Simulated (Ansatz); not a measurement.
# SiC: what a guessed cell relaxes into, part 2 of 2

Where does this trial cell of SiC go when cell and atoms are let free?

Ansatz 0.2.0; DFT PBE, scalar-relativistic, plane waves, PAW. The steps go on from the part before.

## 4. Full relaxation

The end of the coarse run is made exact in the group found at a tolerance of 0.06 Å and reduced to its primitive cell.

The input, input.yaml:

```yaml
crystal:
  lattice:
    - [5.864655734, 0.0, 0.0]
    - [0.0, 3.1416113981, 0.0]
    - [0.0, 0.0, 5.2011658373]
  atoms:
    - { symbol: Si, position: [0.8409589863, 0.75, 0.4046097889] }
    - { symbol: Si, position: [0.6590410137, 0.25, 0.9046097889] }
    - { symbol: Si, position: [0.3409589863, 0.75, 0.0953902111] }
    - { symbol: Si, position: [0.1590410137, 0.25, 0.5953902111] }
    - { symbol: C, position: [0.8260414923, 0.25, 0.6051123257] }
    - { symbol: C, position: [0.6739585077, 0.75, 0.1051123257] }
    - { symbol: C, position: [0.3260414923, 0.25, 0.8948876743] }
    - { symbol: C, position: [0.1739585077, 0.75, 0.3948876743] }
basis:
  ecutwfc: 420
kpoints:
  mp_grid: { grid: [4, 8, 6] }
hamiltonian:
  xc: pbe
scf:
  occupations: { method: gaussian, width: 0.02 }
output:
  forces: true
  stress: true
  eigenvalues: true
  write_density: true
  write_potential: true
  elf: true
  volumetric_format: npy
relax:
  adjacent_minimum: "off"
  f_tol: 0.01
  max_steps: 80
  cell: { stress_tol: 0.05 }
```

Started as:

```
ansatz run input.yaml --threads 1 --pin off --max-ram 2560MiB --backend cpu --events-out ev --progress --plain --runs-dir out
```

The log of the run, cut to the lines that bear on the results:

```text
Warning: RAYON_NUM_THREADS=1 ignored (pool sized by the plan → 1); use --threads N
[...]
Pseudopotentials: kind: paw
Pseudopotential: Si, paw, valence charge 4, recommended cutoff 420 eV (normal), Si.paw.azcp
Pseudopotential: C, paw, valence charge 4, recommended cutoff 420 eV (normal), C.paw.azcp
Functional definition: PBE
[...]
Crystal: 8 atoms, lattice volume = 95.829 Å³
Basis set: ecut = 420 eV, 1861 PW (Γ), exchange–correlation on 80×48×72 points (8 copies of the dense FFT grid, shifted against one another)
Bands: 24, of which v1, the nominal top of the filled ones, is band 16 counted from 1 (15 counted from 0)
Symmetry: 8 space group operations
Space group: Pnma (ITA 62), of the structure as read, at distance tolerance 4.6e-5 Å
k-points: 60 of 192
[...]
SCF iter   1: F=—  HF=-3547.143164 eV  |F-HF|=—  |Δ(HF+E_count)|=         —  Δρ=2.77e-3  dr2=4.70e-3  ethr=1.77e-3  ⟨swp⟩=6.5  Hψ=8247  notcnv=0  defer=3
[...]
--- Relaxed structure (3 steps of the walk, 3 accepted, 1 SCFs on fresh bases) ---
  F+E_penalty+E_count = -3547.14640356 eV   max|allowed force component| = 3.050e-3 eV/Å   (the final SCF, on the basis selected at the relaxed cell)
  cell:  # Å, volume = 95.8964 Å³
    - [5.874294094830478, 2.1596953793734885e-33, -2.89837342727273e-19]
    - [1.1734450260491856e-33, 3.1410361636874984, -3.305478946617424e-34]
    - [-2.5704698685505226e-19, -5.472460465179942e-34, 5.197248446246648]
  atoms:
    - { symbol: Si, position: [0.8408898069212019, 0.75, 0.40484372162340976] }
    - { symbol: Si, position: [0.6591101930787983, 0.25, 0.9048437216234098] }
    - { symbol: Si, position: [0.34088980692120185, 0.75, 0.09515627837659033] }
    - { symbol: Si, position: [0.15911019307879817, 0.25, 0.5951562783765904] }
    - { symbol: C, position: [0.8264912186968467, 0.25, 0.6056114900140911] }
    - { symbol: C, position: [0.6735087813031535, 0.75, 0.10561149001409109] }
    - { symbol: C, position: [0.32649121869684655, 0.25, 0.8943885099859089] }
    - { symbol: C, position: [0.1735087813031535, 0.75, 0.39438850998590885] }
```

It took 35 s on 1 thread of Arm Neoverse V1, shared host; peak memory 0.41 GiB.

The steps of the relaxation:

```
step  energy from step 1 (eV/cell)  largest force component (eV/Å)  pressure (GPa)  volume (Å³)
   1                        0.0000                          0.0129            0.05        95.83
   2                        0.0000                          0.0084            0.03        95.86
   3                        0.0000                          0.0030           -0.01        95.90
   4                       -0.0001                          0.0031            0.00        95.90
```

Step 1 is the start. Step 4 repeats the geometry before it on a plane-wave basis chosen anew for that cell, so its energy need not be comparable with the rows above.

|  | before | after | change |
| --- | --- | --- | --- |
| a (Å) | 5.865 | 5.874 | +0.2 % |
| b (Å) | 3.142 | 3.141 | 0.0 % |
| c (Å) | 5.201 | 5.197 | -0.1 % |
| volume (Å³/atom) | 11.98 | 11.99 | +0.1 % |
| shortest distance (Å) | 1.840 | 1.840 | 0.0 % |
| space group (0.01 Å) | Pnma | Pnma | same |

The run keeps the 8 symmetry operations of the start, so it could not have lowered the symmetry.

Density in a lattice plane of the grid's cell (edges 5.87 and 5.20 Å, at 0.250 of the third edge), which holds Si and C.

Ten even steps from '0' (0.02 e/Å³) to '9' (1.78 e/Å³):
```
000013699974321000110000
000124899985431000111000
000125899864321111222100
111134676532211123443211
211123443211111134676532
321111222100000125899864
431000111000000124899985
321000110000000013699974
211111110000000012467643
111111100000000001233321
000111100000000000111110
000000000000000000000000
000000000000000000000000
000000000000000000000000
000000000000000000000000
000000111110000111100000
000001233321111111100000
000012467643211111110000
```
Columns run along the first of these edges and rows up along the second, over one cell in 24 and 18 even steps from the bottom left corner. Atoms in the plane (fractional): Si at (0.66, 0.90), Si at (0.16, 0.60), C at (0.83, 0.61), C at (0.33, 0.89).

ELF in the same plane.

Values, 10 rows by 12 columns:
```
0.07 0.25 0.69 0.53 0.02 0.72 0.88 0.34 0.43 0.24 0.44 0.20
0.43 0.41 0.84 0.88 0.66 0.80 0.86 0.44 0.52 0.88 0.83 0.62
0.86 0.44 0.52 0.88 0.83 0.62 0.43 0.41 0.84 0.88 0.66 0.80
0.88 0.34 0.43 0.24 0.44 0.20 0.07 0.25 0.69 0.53 0.02 0.72
0.52 0.16 0.17 0.31 0.27 0.07 0.01 0.14 0.55 0.73 0.68 0.67
0.13 0.18 0.33 0.34 0.16 0.04 0.01 0.04 0.21 0.52 0.60 0.36
0.04 0.07 0.10 0.08 0.05 0.02 0.01 0.02 0.03 0.08 0.13 0.08
0.01 0.02 0.03 0.08 0.13 0.08 0.04 0.07 0.10 0.08 0.05 0.02
0.01 0.04 0.21 0.52 0.60 0.36 0.13 0.18 0.33 0.34 0.16 0.04
0.01 0.14 0.55 0.73 0.68 0.67 0.52 0.16 0.17 0.31 0.27 0.07
```
Columns run along the first of these edges and rows up along the second, over one cell in 12 and 10 even steps from the bottom left corner. Atoms in the plane (fractional): Si at (0.66, 0.90), Si at (0.16, 0.60), C at (0.83, 0.61), C at (0.33, 0.89).

Both are smooth fields of the valence electrons: close to the nuclei they are not physical.

Outside the cores ELF peaks at 0.93 on the C–Si line, 0.9 Å from C; 0.93 on the Si–C line, 1.0 Å from Si.

## 5. Changing settings: xc_grid 2, mixing.algorithm broyden, mixing.beta 0.5

The input, input.yaml:

```yaml
crystal:
  lattice:
    - [5.8742940948, 0.0, 0.0]
    - [0.0, 3.1410361637, 0.0]
    - [0.0, 0.0, 5.1972484462]
  atoms:
    - { symbol: Si, position: [0.8408898069, 0.75, 0.4048437216] }
    - { symbol: Si, position: [0.6591101931, 0.25, 0.9048437216] }
    - { symbol: Si, position: [0.3408898069, 0.75, 0.0951562784] }
    - { symbol: Si, position: [0.1591101931, 0.25, 0.5951562784] }
    - { symbol: C, position: [0.8264912187, 0.25, 0.60561149] }
    - { symbol: C, position: [0.6735087813, 0.75, 0.10561149] }
    - { symbol: C, position: [0.3264912187, 0.25, 0.89438851] }
    - { symbol: C, position: [0.1735087813, 0.75, 0.39438851] }
basis:
  ecutwfc: 420
  xc_grid: 2
kpoints:
  mp_grid: { grid: [4, 8, 6] }
hamiltonian:
  xc: pbe
scf:
  occupations: { method: gaussian, width: 0.02 }
  mixing: { algorithm: broyden, beta: 0.5 }
output:
  forces: true
  eigenvalues: true
  stress: true
```

Started as:

```
ansatz run input.yaml --threads 1 --pin off --max-ram 2560MiB --backend cpu --events-out ev --progress --plain --runs-dir out
```

The log of the run:

```text
Warning: RAYON_NUM_THREADS=1 ignored (pool sized by the plan → 1); use --threads N
Engine: ansatz 0.2.0, aarch64-unknown-linux-gnu
Pseudopotentials: kind: paw
Pseudopotential: Si, paw, valence charge 4, recommended cutoff 420 eV (normal), Si.paw.azcp
Pseudopotential: C, paw, valence charge 4, recommended cutoff 420 eV (normal), C.paw.azcp
Functional definition: PBE
  parameter kappa = 0.804
  parameter beta = 0.06672455060314922
  exchange = pbe_x(kappa = kappa, mu = beta*pi^2/3)
  correlation = pbe_c(beta = beta)
Crystal: 8 atoms, lattice volume = 95.896 Å³
Basis set: ecut = 420 eV, 1869 PW (Γ), exchange–correlation on 80×48×72 points (8 copies of the dense FFT grid, shifted against one another)
Bands: 24, of which v1, the nominal top of the filled ones, is band 16 counted from 1 (15 counted from 0)
Symmetry: 8 space group operations
Space group: Pnma (ITA 62), of the structure as read, at distance tolerance 4.6e-5 Å
k-points: 60 of 192
Non-local potential: Si, projectors of the file, l = 0: 2, l = 1: 2, l = 2: 2
Non-local potential: C, projectors of the file, l = 0: 2, l = 1: 2, l = 2: 1
PAW form: soft (Blöchl's): semilocal exchange-correlation on the pseudo side does not see the compensation charge
PAW one-centre angular grid: Si, 110 points (default); XC on 64 Gauss nodes
PAW one-centre angular grid: C, 110 points (default); XC on 64 Gauss nodes
Initial density: superposition of atomic densities (neutral atoms: chi_scale 0, normalization atom), corrected by the library's trained network
Initial wavefunctions: pseudopotential atomic-orbital guess
Functional: x = pbe(κ = 0.804, μ = 0.2195149727645171), c = pbe(β = 0.06672455060314922)
SCF iter   1: F=—  HF=-3547.143194 eV  |F-HF|=—  |Δ(HF+E_count)|=         —  Δρ=2.76e-3  dr2=4.68e-3  ethr=1.77e-3  ⟨swp⟩=6.5  Hψ=8250  notcnv=0  defer=1
preconditioner: auto → none  [insulator: Δε(μ)=2.539 eV  Ē_g=11.472 eV  σ=0.020 eV  W_gap=1.00  n_scr=16 (ndim 8)  ℏωp=21.5 eV  f_vac=0.000  D(μ)=0.00/eV (n_scr^D=0)  ε∞_Penn≈4.5]
SCF iter   2: F=—  HF=-3547.145632 eV  |F-HF|=—  |Δ(HF+E_count)|=   2.44e-3  Δρ=1.28e-3  dr2=9.57e-4  ethr=1.46e-5  ⟨swp⟩=2.2  Hψ=3002  notcnv=0  defer=198  κ⁻¹=1.0e0(r=1)
SCF iter   3: F=—  HF=-3547.146358 eV  |F-HF|=—  |Δ(HF+E_count)|=   7.26e-4  Δρ=2.53e-4  dr2=4.62e-5  ethr=2.99e-6  ⟨swp⟩=2.7  Hψ=2309  notcnv=0  defer=138  κ⁻¹=7.2e-2(r=2)
automatic band count: iteration 3 solves 23 bands in place of 24: the levels show a gap, and the empty bands left out lie too high to hold charge; the band table lists the bands solved (type scf.n_extra_bands for more)
SCF iter   4: F=—  HF=-3547.146395 eV  |F-HF|=—  |Δ(HF+E_count)|=   3.66e-5  Δρ=9.56e-5  dr2=4.82e-6  ethr=1.44e-7  ⟨swp⟩=2.9  Hψ=2457  notcnv=0  defer=138  κ⁻¹=9.5e-3(r=3)
SCF iter   5: F=—  HF=-3547.146403 eV  |F-HF|=—  |Δ(HF+E_count)|=   8.26e-6  Δρ=2.34e-5  dr2=3.16e-7  ethr=1.51e-8  ⟨swp⟩=2.1  Hψ=2114  notcnv=0  defer=138  κ⁻¹=3.0e-4(r=4)
SCF iter   6: F=-3547.146404 eV  HF=-3547.146404 eV  |F-HF|=1.31e-8  |Δ(HF+E_count)|=   4.49e-7  Δρ=4.47e-6  dr2=1.07e-8  ethr=3.13e-10  ⟨swp⟩=9.5  Hψ=6993  notcnv=0
SCF 1 converged in 6 iterations: F = -3547.146404 eV  dr2 = 1.07e-8
SCF converged after 6 iterations
Stability not checked: this state was not tested for a lower state beside it, because the mixer in use, unlike msr1, does not test its closes by its own steps (another_mixer; see scf.mixing.algorithm and scf.lower_state_search)
Free energy (F): -3547.146404 eV
Harris-Foulkes:  -3547.146404 eV  (|F-HF|=1.31e-8)
Internal energy: -3547.146404 eV  (E = F + TS)
E sigma→0 (E₀):  -3547.146404 eV
Fermi energy:    8.847222 eV
--- Per-component energies (eV) ---
  E_band       = 54.869616
  E_kinetic    = 539.508220
  E_local      = -631.289093  (includes V_loc(G=0)·N_el)
  E_nonlocal   = 206.373675
  E_hartree    = 205.773009
  E_xc         = -420.101754
  E_vxc        = -434.812862  (∫ρ·V_xc dr)
  E_paw        = -2447.949602  (= ΣΔE_a)
  E_vpaw       = -36.456829  (= ΣTr[D̂ρ^β])
  E_aug_tail   = 0.000050  (compensation charges beyond the density's cutoff)
  E_ewald      = -999.460908
  E_smearing   = -0.000000  (= −TS)
  E_closure    = -0.000000  (closes the sum)
  Σ components = -3547.146404   (vs F -3547.146404, Δ=0.00e0)
--- Forces (eV/Å), atoms counted from 1 ---
  atom   1  Si     0.00302792     0.00000000     0.00074588
  atom   2  Si    -0.00302792     0.00000000     0.00074588
  atom   3  Si     0.00302792     0.00000000    -0.00074588
  atom   4  Si    -0.00302792     0.00000000    -0.00074588
  atom   5  C      0.00019111     0.00000000     0.00137803
  atom   6  C     -0.00019111     0.00000000     0.00137803
  atom   7  C      0.00019111     0.00000000    -0.00137803
  atom   8  C     -0.00019111     0.00000000    -0.00137803
  max |Σ_I F_I| component: 0.00e0 eV/Å
--- Stress (GPa, compression-positive) ---
       -0.016949       0.000000       0.000000
        0.000000      -0.002265       0.000000
        0.000000       0.000000       0.008800
  P = ⅓ Tr σ = -0.0035 GPa (-0.035 kbar)
--- Band table (eV; the first three rows and the last of 60) ---
  k-point 0: bands = ["-7.6141", "-5.5779", "-4.4722", "-2.6486", "0.3837", "0.5505", "2.1658", "2.5343", "3.3968", "4.0117", "5.4273", "6.2319", "6.6283", "7.0745", "7.4295", "7.5764", "10.6332", "12.0883", "12.4933", "12.6152", "12.7572", "14.4128", "14.6847"]
  k-point 1: bands = ["-7.5161", "-5.7845", "-4.3631", "-2.6955", "-0.3564", "1.5335", "1.6568", "2.8419", "4.0876", "4.0876", "5.3049", "6.2791", "6.3088", "7.0075", "7.0999", "7.4731", "10.6145", "11.9085", "12.6290", "12.7492", "12.7945", "14.0947", "14.3308"]
  k-point 2: bands = ["-7.2310", "-6.2625", "-4.0452", "-3.0184", "-0.5103", "0.6483", "2.9654", "3.7000", "4.3053", "4.9988", "5.0748", "5.4544", "6.1816", "6.5277", "6.7188", "7.1992", "10.6546", "11.4604", "12.6780", "13.1337", "13.2145", "13.6094", "14.5453"]
  k-point 59: bands = ["-3.9874", "-3.9874", "-3.9874", "-3.9874", "-0.0304", "-0.0304", "-0.0304", "-0.0304", "4.5611", "4.5611", "4.5611", "4.5611", "5.4644", "5.4644", "5.4644", "5.4644", "11.9273", "11.9273", "11.9273", "11.9273", "13.4217", "13.4217", "13.4217"]
```

Run time: 7.6 s. Hardware: 1 thread of Arm Neoverse V1, shared host; peak memory 0.38 GiB.

```csv
run,ending,energy change,pressure (GPa),gap (eV),force (eV/Å),cycles,time
step 4,converged,0,0.0,2.54,0.00,-,35 s
variant,converged,0.0 meV/atom,0.0,2.54,0.00,6,7.6 s
```

The changed mixing doesn't alter the result here (within 0.5 meV/atom).

## 6. Summary of results

What follows sums up all 2 parts. Changes of volume or cell count from the first structure of part 1.

| quantity | value |
| --- | --- |
| symmetry at the end (tolerance 0.02 Å) | space group Pnma (No. 62) |
| conventional cell | a = 5.874 Å, b = 3.141 Å, c = 5.197 Å, α = 90.00°, β = 90.00°, γ = 90.00° |
| volume | 11.99 Å³/atom |
| energy over the elements | -0.02 eV/atom |
| gap on the mesh | 2.54 eV |

What this shows: The space group Pnma (No. 62) is kept, and the volume per atom grows by 15.0 % from the first guess. The formation energy of this structure is too near zero to say whether it is bound against the elements. No finished test with a distortion of lower symmetry is shown, so the end may be a saddle point.
